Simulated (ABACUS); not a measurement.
Fe:

```
Fe
1.0
    -1.44300    1.44300    1.44300
     1.44300   -1.44300    1.44300
     1.44300    1.44300   -1.44300
Fe
1
Direct
  0.00000 0.00000 0.00000
```

Program: ABACUS 3.10.1. Alike in all runs: task single point; spin collinear, ferromagnetic start; cell as given; smearing fermi-dirac 0.05 eV.

Order these runs on this cell by their pressure, lowest first.
A. level PBEsol; potentials or basis PseudoDojo NC SR 0.4.1 PBEsol standard, DZP LCAO (the cutoffs set its grid); k mesh 12 × 12 × 12; cutoff (eV) 1361; radial cutoff of the potentials (pseudo_rcut) 10 bohr; SCF threshold on the density 1e-07; eigensolver genelpa; orbital files Fe Fe_confined-atom_7au_3s2p2d1f.orb; mesh quality not flagged
B. level PBE; potentials or basis PseudoDojo NC SR 0.5 PBE stringent, plane waves; k mesh 10 × 10 × 10; cutoff (eV) 1619; radial cutoff of the potentials (pseudo_rcut) 7 bohr; SCF threshold on the density 1e-08; eigensolver dav; mesh quality not flagged
C. level TM; potentials or basis SG15 ONCV 1.2 PBE, plane waves; k mesh 8 × 8 × 8; cutoff (eV) 1415; radial cutoff of the potentials (pseudo_rcut) 10 bohr; SCF threshold on the density 1e-08; eigensolver dav; mesh quality coarse
D. level PBE; potentials or basis PseudoDojo NC SR 0.4.1 PBE standard, TZDP LCAO (the cutoffs set its grid); k mesh 13 × 13 × 13; cutoff (eV) 1361; radial cutoff of the potentials (pseudo_rcut) 10 bohr; SCF threshold on the density 1e-07; eigensolver genelpa; orbital files Fe Fe_confined-atom_7au_4s3p3d1f.orb; mesh quality not flagged

A (-16.3 GPa), B (-10.3 GPa), C (-8.1 GPa), D (-4.6 GPa).

Caveats: some runs use coarse meshes; the atomic orbitals were generated for these runs and aren't a published set (some runs); the basis of atomic orbitals isn't converged, which shifts pressures, moduli and gaps (some runs); the potentials were made for another functional, which shifts forces and pressure (some runs); so large a pressure means that the cell lies far from this level's equilibrium, or that cutoff or potentials fall short (some runs).
